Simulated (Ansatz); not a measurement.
Ti: do energies and stresses tell the same story?

Computed with DFT r2SCAN, scalar-relativistic, plane waves, PAW in Ansatz 0.2.0.

Cutoff 500 eV; k points 18×18×18 on the computed 1-atom cell (Γ-centred); Gaussian smearing, width 0.10 eV; no spin polarisation.

Relaxed cell: Fm-3m, a = 4.110 Å, b = 4.110 Å, c = 4.110 Å, α = 90.00°, β = 90.00°, γ = 90.00°, 1 atom in the primitive cell. This fcc form isn't the element's structure at ambient conditions.

Energies at zero smearing and pressures from the stress tensor, at volumes with shape and atoms relaxed:
```json
{"V (Å³/atom)": "16.319", "E − E(first) (meV/atom)": "0.00", "P (GPa)": "7.64"}
{"V (Å³/atom)": "16.840", "E − E(first) (meV/atom)": "-18.12", "P (GPa)": "3.59"}
{"V (Å³/atom)": "17.360", "E − E(first) (meV/atom)": "-23.83", "P (GPa)": "0.02"}
{"V (Å³/atom)": "17.881", "E − E(first) (meV/atom)": "-18.62", "P (GPa)": "-3.12"}
{"V (Å³/atom)": "18.402", "E − E(first) (meV/atom)": "-3.81", "P (GPa)": "-5.89"}
```

Q: Check P = −dE/dV between neighbouring volumes, and get the bulk modulus from the pressures alone.

A: With 1 eV/Å³ = 160.2 GPa:
| middle V (Å³/atom) | −ΔE/ΔV (GPa) | mean P (GPa) |
| --- | --- | --- |
| 16.579 | 5.574 | 5.617 |
| 17.100 | 1.758 | 1.806 |
| 17.621 | -1.602 | -1.550 |
| 18.142 | -4.556 | -4.505 |

The two differ by 0.05 GPa at most. The mean of two end pressures misses the average over a step by about ΔV² P″/12, up to 0.04 GPa here; with that taken off 0.02 GPa remains. Around V = 17.360 Å³/atom, the two neighbours give B = −V ΔP/ΔV = 17.360 × 6.71 / 1.042 = 111.9 GPa, against B0 = 111.8 GPa from the Birch–Murnaghan fit of the energies.

Energies and stresses describe the same equation of state: both place equilibrium very close to 17.360 Å³/atom and give practically the same bulk modulus. The mean pressure lies slightly above the energy slope in every interval, chiefly because P(V) is convex. The small remainder may reflect the smearing, since the stress follows the electronic free energy rather than the energy extrapolated to zero smearing, or the finite plane-wave basis.

The convexity itself is physical. Each equal step in volume lowers the pressure by less than the one before, so the metal softens as it expands. In titanium, a group 4 metal, the partly filled d band holds mainly bonding states, whose attraction is balanced by the kinetic-energy repulsion of the compressed valence electrons. That repulsion rises more steeply on compression than the d bonding does, which makes the response asymmetric about equilibrium.

Because only the volume is varied, the agreement supports the resistance to uniform compression but doesn't establish that the fcc lattice is stable against shear.
